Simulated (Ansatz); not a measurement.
Runs of Ansatz 0.2.0 on Sc. Symmetry: I4/mmm, No. 139, tetragonal system. The conventional cell has a = 3.834 Å, b = 3.834 Å, c = 3.435 Å, α = 90.00°, β = 90.00°, γ = 90.00°. Sc (site symmetry 4/mmm) is surrounded by 10 Sc at 3.21 to 3.44 Å. This isn't the form of Sc at room conditions, which is hcp.

```tsv
task	level	potentials or basis	spin	cell	k mesh	cutoff (eV)	smearing	moments locked	other functionals evaluated on the density	scf algorithm	basis error allowed	other keys	gap on the mesh (eV)	pressure (GPa)	moment (μB)
atomic charges	LDA	all-electron LAPW, scalar-relativistic	off	as given	10 × 10 × 10	172	gaussian 0.025 eV	-	-	-	0.001 eV/atom	-	none	(a)	-
single point	PBE	all-electron LAPW, scalar-relativistic	off	as given	7 × 7 × 7	151	fermi-dirac 0.02 eV	-	-	-	0.003 eV/atom	-	none	-0.9	-
projected density of states	rPW86-PBE	all-electron LAPW, scalar-relativistic	collinear, ferromagnetic start	cell strained at random at fixed volume	10 × 10 × 10	177	fermi-dirac 0.05 eV	-	-	-	0.001 eV/atom	-	-	-0.5	0.00
single point	PBE	all-electron LAPW, scalar-relativistic	collinear, ferromagnetic start, moments held on the sites	as given	10 × 10 × 10	158	fermi-dirac 0.15 eV	each atom's moment, at its start value	revPBE, LDA, RPBE	-	0.002 eV/atom	-	none	-	0.75
band structure	revPBE-LDA	all-electron LAPW, point nuclei	off	cell strained at random	10 × 10 × 10	179	cold 0.01 eV	-	-	density_mixing	0.001 eV/atom	scf.occupations.method = cold; scf.occupations.width = 0.01; …	none	2.5	-
```

Problem. Estimate the missing entries.

Solution. (a) -5.6.

Caveats: the k mesh is thin for a metal, which can move the energy by tens of meV per atom (some runs); the starting moments weren't kept (some runs); the SCF stop doesn't bound the stress (some runs); each atom's moment is held at its typed value, so this isn't a free magnetic state (some runs).

A gap of «none» marks a metal or a gap under the smearing width.
